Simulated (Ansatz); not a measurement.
Cu:

```
Cu
1.0
     0.00000    1.80750    1.80750
     1.80750    0.00000    1.80750
     1.80750    1.80750    0.00000
Cu
1
Direct
  0.00000 0.00000 0.00000
```

* Program: Ansatz 0.2.0
* Task: relaxation of cell and atoms
* Functional: BLYP
* Dispersion: D4
* Potentials or basis: Ansatz PAW
* Cutoff: 420 eV (not typed: the program's choice for these potentials)
* k mesh: 13 × 13 × 13
* Occupations: fermi-dirac, width 0.05 eV
* Spin: no spin polarisation

At the start: volume 11.81 Å³/atom.

Q: How do energy, volume and symmetry change on relaxing?

A: It ends after 5 steps and the volume is 11.43 Å³/atom (-3.2 %); space group Fm-3m (No. 225, to 0.05 Å).

The path:
| step | energy change (eV) | largest force (eV/Å) | volume (Å³) |
| --- | --- | --- | --- |
| 1 | 0.0000 | 0.0000 | 11.81 |
| 2 | -0.0045 | 0.0000 | 11.62 |
| 3 | -0.0060 | 0.0000 | 11.42 |
| 4 | -0.0060 | 0.0000 | 11.43 |
| 5 | -0.0058 | 0.0000 | 11.43 |

Final structure:
```xyz
1
Lattice="0.0000 1.7881 1.7881 1.7881 0.0000 1.7881 1.7881 1.7881 0.0000" Properties=species:S:1:pos:R:3 pbc="T T T"
Cu    0.0000    0.0000    0.0000
```

Caveat: the plane-wave basis is chosen anew once the cell has moved, so the energies of steps on either side of that aren't comparable; the PAW data sets come from PBE, with cores solved anew for the run's functional, which leaves a small shift of forces and pressure.
